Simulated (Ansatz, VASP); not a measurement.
# N in VASP and in Ansatz

The input INCAR:

```
  PREC = Accurate
  ENCUT = 520
  EDIFF = 1E-7
  ISMEAR = -1
  SIGMA = 0.05
  LREAL = False
  LASPH = True
  NELM = 100
  ALGO = Normal
  ISIF = 2
  LWAVE = False
  LCHARG = False
  GGA = PE
  NBANDS = 12
```

KPOINTS

```
regular mesh
0
Gamma
  12 12 11
```

The input POSCAR:

```
N
1.0
    2.4854226714      0.0000000000      0.0000000000
   -1.2427113357      2.1524391725      0.0000000000
    0.0000000000      0.0000000000      2.4129438665
N
2
Direct
    0.3333333333      0.6666666667      0.7500000000
    0.6666666667      0.3333333333      0.2500000000
```

File input.yaml:

```yaml
crystal:
  lattice:
    - [2.4854226714, 0.0, 0.0]
    - [-1.2427113357, 2.1524391725, 0.0]
    - [0.0, 0.0, 2.4129438665]
  atoms:
    - { symbol: "N", position: [0.3333333333, 0.6666666667, 0.75] }
    - { symbol: "N", position: [0.6666666667, 0.3333333333, 0.25] }
hamiltonian:
  xc: pbe
  pseudopotentials: { kind: paw }
kpoints:
  mp_grid: { grid: [12, 12, 11] }
scf:
  occupations: { method: fermi_dirac, width: 0.05 }
output:
  forces: true
  stress: true
  eigenvalues: true
```

Change from the starting cell: volume scaled by 0.96.

Alike in both runs: task single point; functional PBE; k mesh 12 × 12 × 11; occupations fermi-dirac, width 0.05 eV; no spin polarisation.

|  | VASP | Ansatz |
| --- | --- | --- |
| version | VASP 6.6.1 | Ansatz 0.2.0 |
| potentials or method | VASP PAW PBE potentials, release 64 (N) | Ansatz PAW |
| plane-wave cutoff (eV) | 520 | 420 |
| valence electrons in the cell | 10 | 10 |

|  | VASP | Ansatz | Ansatz less VASP |
| --- | --- | --- | --- |
| gap on the k mesh at the Fermi level (eV) | none | none | - |
| pressure (GPa) | 20.0 | 20.0 | -0.02 |
| largest component of the traceless stress (GPa) | 6.39 | 6.60 | +0.209 |

A gap of «none» marks a metal or a gap that the smearing closes.

Caveats: the pressure holds a Pulay correction of +1.3 GPa for the finite cutoff (Ansatz).
